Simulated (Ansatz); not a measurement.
# SiSe2 (Ibam): a single-point run

Aim: a sound single-point run of SiSe2 (Ibam). The structure is shown as the input types it.

Computed with Ansatz 0.2.0 (DFT r2SCAN, scalar-relativistic, plane waves, PAW, unless a step's input says otherwise).

2 further runs of the same task are left out: 2 that didn't finish. Runs told in other sessions of the task aren't counted.

### 1 The starting structure

It takes space group Ibam (No. 72, orthorhombic). The conventional cell has a = 3.388 Å, b = 5.157 Å, c = 3.115 Å, α = 90.00°, β = 90.00°, γ = 90.00°. Around Si (site symmetry 222) lie 4 Se at 1.21 Å. Around Se (site symmetry m) lie 2 Si at 1.21 Å.

As a file:

```
Si Se
1.0
    -2.57828    1.69406    1.55766
     2.57828   -1.69406    1.55766
     2.57828    1.69406   -1.55766
Si Se
2 4
Direct
  0.25000 0.25000 0.00000
  0.75000 0.75000 0.00000
  0.19893 0.87729 0.07623
  0.80107 0.12271 0.92377
  0.69893 0.62271 0.32164
  0.30107 0.37729 0.67836
```

### 2 The calculation

File input.yaml:

```yaml
crystal:
  lattice:
    - [-2.57827635, 1.69406092, 1.55765774]
    - [2.57827635, -1.69406092, 1.55765774]
    - [2.57827635, 1.69406092, -1.55765774]
  atoms:
    - { symbol: Si, position: [0.25, 0.25, 0.0] }
    - { symbol: Si, position: [0.75, 0.75, 0.0] }
    - { symbol: Se, position: [0.198934091, 0.8772920495, 1.0762261405] }
    - { symbol: Se, position: [0.801065909, 0.1227079505, -0.0762261405] }
    - { symbol: Se, position: [0.698934091, 0.6227079505, 0.3216420415] }
    - { symbol: Se, position: [0.301065909, 0.3772920495, 0.6783579585] }
basis:
  ecutwfc: 500
  ecutrho_ratio: 4
kpoints:
  mp_grid: { grid: [6, 6, 6] }
hamiltonian:
  xc: r2scan
scf:
  occupations: { method: gaussian, width: 0.05 }
  max_iter: 80
output:
  forces: true
  stress: true
```

Run with:

```
> ansatz run input.yaml --threads 4 --pin off --max-ram 7168MiB --backend cpu --events-out ev --progress --plain --runs-dir out
```

Q: Will this input give a usable result? If not, why, and what should change?

This run ends as converged. It gives a pressure of 3620 GPa and a largest force of 213.2 eV/Å, which is large; a structure far from rest gives such values too, whatever the setting.

The structure is shrunk by the factor 0.529 between bohr and ångström. The shortest distance in the input is 1.21 Å, between atoms 2 (Si) and 5 (Se).

What to do: give the lengths in the unit that the input reads.
